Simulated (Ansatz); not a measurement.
**Bi (Im-3m) under several functionals**

Plane-wave DFT in Ansatz with scalar-relativistic PAW potentials. The same structure was relaxed (cell and atoms, symmetry kept) in separate runs at each level. This bcc form isn't the element's structure at ambient conditions. No spin polarisation.

| level | cutoff (eV) | k mesh | V (Å³/atom) | a (Å) | B0 (GPa) |
| --- | --- | --- | --- | --- | --- |
| LDA | 420 | 16×16×16 | 29.257 | 3.882 | – |
| PBE+D3(BJ) | 420 | 16×16×16 | 30.094 | 3.919 | 58 |
| r2SCAN | 500 | 16×16×16 | 31.059 | 3.960 | 55 |

Question: Where does PBEsol (420 eV, k mesh 16×16×16) fall?

Answer: V (Å³/atom) 29.972, a (Å) 3.914. Its volume is between those of LDA and PBE+D3(BJ). The usual order of volumes, LDA < PBEsol, holds here (29.257, 29.972 Å³/atom). As a rule LDA overbinds; PBEsol, built on the gradient expansion of slowly varying densities, lies between LDA and PBE. B0 goes from 57.6 to 54.7 GPa as the volume grows by 3.2 %; on one curve with B' = 5.5 the volume alone, B ∝ V^(−B'), would give 48.4 GPa, and the rest of the difference is the functional's own stiffness.

Spin–orbit coupling is left out, which can shift energies with elements as heavy as these.

Cost: 15 runs of about 2.1 core-minutes in all, on AMD EPYC (Zen 3), Arm Neoverse V1, Arm Neoverse V2 (shared hosts).